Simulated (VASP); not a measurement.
Zn2SnN2:

```
Zn Sn N
1.0
     2.95362    0.00000    0.00000
     0.00000    4.84484    0.00000
     0.00000    0.00000    5.43591
Zn Sn N
2 1 2
Direct
  0.00000 0.21956 0.50000
  0.00000 0.78044 0.50000
  0.50000 0.50000 0.00000
  0.00000 0.50000 0.20436
  0.00000 0.50000 0.79564
```

The cell was built by a generator and needn't be a form met in nature.

| Quantity | Value |
| --- | --- |
| Program | VASP 6.6.1 |
| Task | relaxation of cell and atoms |
| Functional | PBE |
| Potentials or basis | VASP PAW PBE potentials, release 64 (Zn, Sn_d, N) |
| Cutoff | 520 eV |
| k mesh | 5 × 3 × 3 |
| Occupations | gaussian, width 0.15 eV |
| Spin | no spin polarisation |

At the start: pressure 39.0 GPa; volume 15.56 Å³/atom.

**Question.** Where does the relaxation end?

**Answer.** Over 20 steps the energy falls by 745.4 meV/atom and the volume is 19.24 Å³/atom (+23.7 %); space group Pmmm (No. 47, to 0.05 Å).

Step by step:
```csv
step,energy change (eV),largest force (eV/Å),pressure (GPa),volume (Å³)
1,0.0000,10.5841,38.97,77.79
2,-0.3696,3.7298,-5.34,127.50
3,9.2896,0.9551,3.05,95.95
4,-3.4201,1.7532,0.02,95.37
5,-3.3369,1.4128,10.09,86.32
6,-3.5519,0.7562,3.51,91.73
7,-3.5546,0.6174,3.37,91.29
8,-3.5534,0.4099,4.58,90.67
9,-3.5548,0.5284,4.19,91.01
10,-3.7110,0.0870,-0.68,96.87
11,-3.7108,0.0962,-1.57,97.02
12,-3.7189,0.3259,0.09,95.84
13,-3.7205,0.2617,0.42,96.22
14,-3.7204,0.2456,-0.03,96.28
15,-3.7247,0.1023,-0.40,96.14
16,-3.7252,0.1272,0.35,96.05
17,-3.7264,0.1019,-0.14,96.45
18,-3.7264,0.0970,-0.46,96.47
19,-3.7266,0.0653,-0.82,96.15
20,-3.7269,0.0354,0.21,96.20
```

Final structure:
```
Zn Sn N
1.0
     3.15347    0.00000    0.00000
     0.00000    5.24612    0.00000
     0.00000    0.00000    5.81483
Zn Sn N
2 1 2
Direct
  0.00000 0.22869 0.50000
  0.00000 0.77131 0.50000
  0.50000 0.50000 0.00000
  0.00000 0.50000 0.24434
  0.00000 0.50000 0.75566
```

Caveat: the k mesh is coarse (spacing up to 0.43 Å⁻¹), so the values aren't converged; the volume moved by over 15 % at a fixed basis, so the end points are rough; the relaxation stopped at a loose force limit of 0.08 eV/Å, so its end isn't a converged minimum.
